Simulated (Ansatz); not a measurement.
A (111) slab of Mg$_{2}$Si (Fm-3m (No. 225)), 9 planes, outer planes Si (top) and Mg (bottom), with 9 atoms (Mg6Si3) in a surface cell of A = 17.333 Å², as cut from the bulk:

```
CELL_PARAMETERS angstrom
4.47369 0.00000 0.00000
-2.23685 3.87433 0.00000
0.00000 0.00000 25.04507
ATOMIC_POSITIONS crystal
Mg 0.66667 0.33333 0.29946
Mg 0.00000 0.00000 0.37238
Si 0.66667 0.33333 0.40885
Mg 0.33333 0.66667 0.44531
Mg 0.66667 0.33333 0.51823
Si 0.33333 0.66667 0.55469
Mg 0.00000 0.00000 0.59115
Mg 0.33333 0.66667 0.66408
Si 0.00000 0.00000 0.70054
```

Theory: Ansatz, DFT PBEsol, scalar-relativistic, plane waves, PAW. Settings: cutoff 420 eV, Γ-centred mesh 9×9×1 on the computed 9-atom cell, Gaussian smearing of 0.05 eV; no spin polarisation. A dipole correction removes the field between periodic images along c.

Against the same 9 atoms in the bulk, the slab as cut lies 4.046 eV higher and the relaxed slab 4.011 eV higher.

Q: Work out the surface energy before and after relaxation.

A: The slab has two faces, so γ = (E_slab − N·E_bulk)/(2A), the mean of both. As cut: 4.046/(2 × 17.333) = 0.1167 eV/Å², and 1 eV/Å² = 16.02 J/m², so γ = 1.87 J/m². Relaxed: 4.011/(2 × 17.333) = 0.1157 eV/Å² = 1.85 J/m². Relaxation recovers 0.9 % of the cost of cutting.

Q: What is the ideal work of this cut, per area?

A: Griffith's ideal work is 2γ: 3.74 J/m² if the new faces stay rigid, 3.71 J/m² if they relax. Other cuts parallel to this plane can cost less. One thickness was run, 9 planes, so γ can still shift with it.